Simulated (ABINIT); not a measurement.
# SnO (Pmn2_1) in ABINIT: settings compared, part 2 of 2

ABINIT 10.8.3 (patched build).

## (3) Single point, PBEsol, spin-orbit coupling, no magnetisation (cell stretched)

run.abi reads:

```
# Pseudopotentials
pp_dirpath "./"
pseudos "Sn.GGA_PBE-JTH_sp.xml, O.GGA_PBE-JTH.xml"

# Structure
acell 6.4234717512 10.8636043039 8.0833575596
rprim
     1.0000000000     0.0000000000     0.0000000000
     0.0000000000     1.0000000000     0.0000000000
     0.0000000000     0.0000000000     1.0000000000
ntypat 2
znucl 50 8
natom 4
typat 1 1 2 2
xred
     0.5000000000     0.7680910000     0.0131440000
     0.0000000000     0.2319090000     0.5131440000
     0.5000000000     0.1087500000     0.2368570000
     0.0000000000     0.8912500000     0.7368570000
chkprim 0
chksymtnons 0
tolsym 1.0e-6

# Plane-wave basis
ecut 19.0
pawecutdg 38.0
pawxcdev 0

# k points
kptopt 4
ngkpt 6 4 4
nshiftk 1
shiftk 0.0 0.0 0.0

# Exchange and correlation
ixc -116133

# Bands and occupations
nband 28
occopt 3
tsmear 0.00183747

# Spin
nspinor 2
nspden 1
pawspnorb 1

# SCF cycle
nstep 100
tolvrs 1.0e-9

# Output
iomode 3
prtwf 0
prtden 0
prteig 0
prtebands 0
prtvol 2
```

Potentials or basis: JTH PAW PBE v2.0 sp.

On the command line:

```
abinit run.abi > log 2>&1
```

run.abo:

```text
.Version 10.8.3 of ABINIT
 Symmetries : space group P2_1 (#  4); Bravais mP (primitive monocl.)
================================================================================
 Values of the parameters that define the memory need of the present run
     intxc =       0    ionmov =       0      iscf =      17    lmnmax =      13
     lnmax =       5     mgfft =      45  mpssoang =       3    mqgrid =    3015
     natom =       4  nloc_mem =       2    nspden =       1   nspinor =       2
    nsppol =       1      nsym =       2    n1xccc =       1    ntypat =       2
    occopt =       3   xclevel =       2
       mpw =        2252          nfft =       38880          nkpt =          56
 PAW method is used; the additional fine FFT grid is defined by:
   mgfftf=        64    nfftf =    110592
================================================================================
================================================================================

--------------------------------------------------------------------------------
------------- Echo of variables that govern the present computation ------------
--------------------------------------------------------------------------------
 -outvars: echo values of preprocessed input variables --------
            acell      6.4234717512E+00  1.0863604304E+01  8.0833575596E+00 Bohr
              amu      1.18710000E+02  1.59994000E+01
          chkprim           0
      chksymtnons           0
             ecut      1.90000000E+01 Hartree
              ixc     -116133
           kptopt           4
         kptrlatt        6    0    0      0    4    0      0    0    4
          kptrlen      3.23334302E+01
            natom           4
            nband          28
            ngfft          27      45      32
          ngfftdg          36      64      48
             nkpt          56
          nspinor           2
            nstep         100
             nsym           2
           ntypat           2
           occopt           3
        pawcpxocc           2
        pawecutdg      3.80000000E+01 Hartree
        pawspnorb           1
         pawxcdev           0
           prtden           0
        prtebands           0
           prteig           0
           prtvol           2
[... 1020 lines left out ...]
   1.00000    1.00000    1.00000    1.00000    1.00000    1.00000    1.00000    1.00000
   1.00000    1.00000    1.00000    1.00000    0.00000    0.00000    0.00000    0.00000
   0.00000    0.00000    0.00000    0.00000
 Total charge density [el/Bohr^3]
)     Maximum=    1.0564E+00  at reduced coord.    0.0000    0.8750    0.7292
)Next maximum=    1.0564E+00  at reduced coord.    0.5000    0.1250    0.2292
)     Minimum=   -2.1717E-02  at reduced coord.    0.5000    0.7656    0.0208
)Next minimum=   -2.1717E-02  at reduced coord.    0.0000    0.2344    0.5208
   Integrated=    2.0000E+01

--- !EnergyTerms
iteration_state     : {dtset: 1, }
comment             : Components of total free energy in Hartree
kinetic             :  1.72948622318085E+01
hartree             :  1.65838446903009E+01
xc                  : -1.43389695296444E+01
Ewald energy        : -2.33166930294757E+01
psp_core            :  2.31398222863457E+00
local_psp           : -4.66446556317411E+01
PAW spherical_terms :  8.66889949709454E+00
internal            : -3.94387295430226E+01
'-kT*entropy'       : -6.48806448894814E-10
total_energy        : -3.94387295436714E+01
total_energy_eV     : -1.07318250266362E+03
...

--- !EnergyTermsDC
iteration_state     : {dtset: 1, }
comment             : '"Double-counting" decomposition of free energy'
band_energy         : -4.23421386282170E+00
Ewald energy        : -2.33166930294757E+01
psp_core            :  2.31398222863457E+00
xc_dc               : -1.95087388401767E+01
PAW spherical_terms :  5.30693440063598E+00
internal            : -3.94387291032035E+01
'-kT*entropy'       : -6.48806448894814E-10
total_energy_dc     : -3.94387291038523E+01
total_energy_dc_eV  : -1.07318249069554E+03
...

--- !EnergyTermsWithPAWCore
iteration_state     : {dtset: 1, }
comment             : 'Components of total free energy, including PAW core contributions'
Total energy        : -1.24992904941422E+04
Total energy DC     : -1.24992904937024E+04
Total energy (eV)   : -3.40123021436823E+05
Total energy DC (eV): -3.40123021424855E+05
...

 Cartesian components of stress tensor (hartree/bohr^3)
  sigma(1 1)=  2.03099277E-04  sigma(3 2)=  0.00000000E+00
  sigma(2 2)=  1.65725492E-04  sigma(3 1)=  0.00000000E+00
  sigma(3 3)=  1.49634344E-04  sigma(2 1)= -3.18680005E-13

-Cartesian components of stress tensor (GPa)         [Pressure= -5.0845E+00 GPa]
- sigma(1 1)=  5.97538702E+00  sigma(3 2)=  0.00000000E+00
- sigma(2 2)=  4.87581232E+00  sigma(3 1)=  0.00000000E+00
- sigma(3 3)=  4.40239441E+00  sigma(2 1)= -9.37588944E-09

== END DATASET(S) ==============================================================
================================================================================

 -outvars: echo values of variables after computation  --------
            acell      6.4234717512E+00  1.0863604304E+01  8.0833575596E+00 Bohr
           etotal     -3.9438729104E+01
            fcart      1.8906982302E-09  1.3777556831E-02 -3.9316218655E-03
                      -1.8906982302E-09 -1.3777556831E-02 -3.9316218655E-03
                       4.4970247543E-09 -2.2416363296E-03  3.9316218655E-03
                      -4.4970247543E-09  2.2416363296E-03  3.9316218655E-03
           strten      2.0309927656E-04  1.6572549226E-04  1.4963434447E-04
                       0.0000000000E+00  0.0000000000E+00 -3.1868000463E-13
           xangst      1.6995774317E+00  4.4155798975E+00  5.6223835987E-02
                       0.0000000000E+00  1.3331919245E+00  2.1949881386E+00
                       1.6995774317E+00  6.2517893564E-01  1.0131625928E+00
                       0.0000000000E+00  5.1235928864E+00  3.1519268955E+00
             xred      5.0000000000E-01  7.6809100000E-01  1.3144000000E-02
                       0.0000000000E+00  2.3190900000E-01  5.1314400000E-01
                       5.0000000000E-01  1.0875000000E-01  2.3685700000E-01
                       0.0000000000E+00  8.9125000000E-01  7.3685700000E-01
 Calculation completed.
```

Wall time 2.7 min (1 thread of AMD EPYC 9R45 (Zen 5), shared host); peak memory 0.25 GiB.

Results:

* Free energy: -1073.1825 eV
* Largest force: 0.737 eV/Å
* Band gap on the k mesh: 1.53 eV, indirect (least direct gap 2.28 eV)
* Valence electrons inside the program's atomic spheres: Sn 2.43; O 4.48

Forces on the atoms (eV/Å):
```
Sn   0.000  0.708 -0.202
Sn   0.000 -0.708 -0.202
O    0.000 -0.115  0.202
O    0.000  0.115  0.202
```

Levels at points of the mesh, in eV from the valence-band top:
| k point | band 18 | band 19 | band 20 | band 21 | band 22 | band 23 |
| --- | --- | --- | --- | --- | --- | --- |
| (0.00, 0.00, 0.00) | -1.86 | 0.00 | 0.00 | 2.51 | 2.51 | 3.02 |
| (0.50, 0.00, 0.00) | -1.25 | -1.23 | -1.23 | 2.44 | 2.44 | 2.50 |
| (0.00, 0.50, 0.00) | -1.43 | -1.24 | -1.24 | 3.20 | 3.20 | 3.75 |
| (0.50, 0.50, 0.00) | -0.89 | -0.89 | -0.89 | 1.67 | 1.67 | 1.84 |
| (0.00, 0.00, 0.50) | -1.55 | -1.55 | -1.55 | 2.52 | 2.52 | 2.52 |
| (0.50, 0.00, 0.50) | -1.05 | -1.04 | -1.04 | 1.95 | 1.95 | 2.12 |
| (0.00, 0.50, 0.50) | -1.46 | -1.46 | -1.46 | 1.81 | 1.81 | 1.81 |
| (0.50, 0.50, 0.50) | -0.44 | -0.43 | -0.43 | 2.34 | 2.34 | 2.41 |

Caveat: the cutoff is too short for stress, so the log's stress isn't used; the PAW data sets were made with another functional, which shifts forces and pressure a little; this set keeps more shells in the core, which shifts pressures and gaps.
